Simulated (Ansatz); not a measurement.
## MgO: phonons with PBEsol

**Measured values to compare with.**

“Electronic structure of alkaline earth and post-transition metal oxides”, 2009, arxiv:0908.1581 quotes, for a bulk crystal of MgO: band gap 7.83 eV.

“Infrared Optical Properties of Ferropericlase (Mg1-xFexO): Experiment and Theory”, 2007, arxiv:0704.2267 reports, for a bulk crystal of MgO at 295 K: high-frequency dielectric constant 2.95 ± 0.1.

Crystal: MgO.

```
Mg O
1.0
     0.00000    2.09700    2.09700
     2.09700    0.00000    2.09700
     2.09700    2.09700    0.00000
Mg O
1 1
Direct
  0.00000 0.00000 0.00000
  0.50000 0.50000 0.50000
```

The cell is a database's computed one.

```
Program                             : Ansatz 0.2.0
Task                                : phonons
Functional                          : PBEsol
Potentials or basis                 : Ansatz PAW
Cutoff                              : 420 eV (not typed: the program's choice for these potentials)
k mesh                              : 8 × 8 × 8
Occupations                         : fixed
Spin                                : no spin polarisation
q mesh                              : 2 × 2 × 2
Path                                : [["G", "X", "W", "K", "G", "L", "U", "W", "L", "K"], ["U", "X"]]
Points for each segment of the path : 8
```

The band gap on the k mesh is 4.76 eV, direct and the electronic dielectric tensor (diagonal) is 3.23. The born charges (mean of the diagonal) is Mg +1.97; O -1.97 e. The highest phonon frequency, LO-TO splitting left out is 565 cm⁻¹. The static dielectric tensor (diagonal) is 9.93.

Levels at points of the mesh, in eV from the valence-band top:
| k point | band 5 | band 6 | band 7 | band 8 | band 9 | band 10 | band 11 | band 12 |
| --- | --- | --- | --- | --- | --- | --- | --- | --- |
| (0.00, 0.00, 0.00) | -17.26 | 0.00 | 0.00 | 0.00 | 4.76 | 15.75 | 15.75 | 15.75 |
| (0.00, 0.00, -0.50) | -15.88 | -4.73 | -0.67 | -0.67 | 7.83 | 12.64 | 16.32 | 16.32 |
| (0.00, -0.50, -0.50) | -15.65 | -4.17 | -1.37 | -1.37 | 8.97 | 10.01 | 13.10 | 19.04 |
| (-0.50, 0.00, -0.50) | -15.65 | -4.17 | -1.37 | -1.37 | 8.97 | 10.01 | 13.10 | 19.04 |

Phonon frequencies in cm⁻¹ (negative: imaginary):
```csv
q point,frequencies
"(0.000, 0.000, 0.000)",0 0 0 401 401 401
"(0.000, 0.000, -0.500)",280 280 363 363 545 565
"(0.000, -0.500, -0.500)",287 287 424 450 450 544
```

Electronic dielectric tensor:
```
3.23 0.00 0.00
0.00 3.23 0.00
0.00 0.00 3.23
```

Born effective charge tensors (e):
atom 1, Mg
```
1.97 0.00 0.00
0.00 1.97 0.00
0.00 0.00 1.97
```
atom 2, O
```
-1.97  0.00  0.00
 0.00 -1.97  0.00
 0.00  0.00 -1.97
```

Static dielectric tensor, electrons and zone-centre modes:
```
9.93 0.00 0.00
0.00 9.93 0.00
0.00 0.00 9.93
```

It took 16 s on 2 threads of Arm Neoverse V1, with other jobs on the host, peak memory 0.46 GiB.

Against the measured gap of MgO, 7.83 eV (quoted in “Electronic structure of alkaline earth and post-transition metal oxides”, 2009, arxiv:0908.1581), the calculated 4.76 eV is off by -3.07 eV. The value is that of PBEsol, without temperature or zero-point motion. Semilocal functionals fall short of measured gaps as a rule. The cell is a database's relaxed one, not the measured one, which moves gaps too. Against the measured high-frequency dielectric constant of MgO, 2.95 (295 K; “Infrared Optical Properties of Ferropericlase (Mg1-xFexO): Experiment and Theory”, 2007, arxiv:0704.2267), the calculated 3.23 is off by +9.5 %.

Caveat: the q mesh is small, so phonon branches between its points and thermal values are rough.
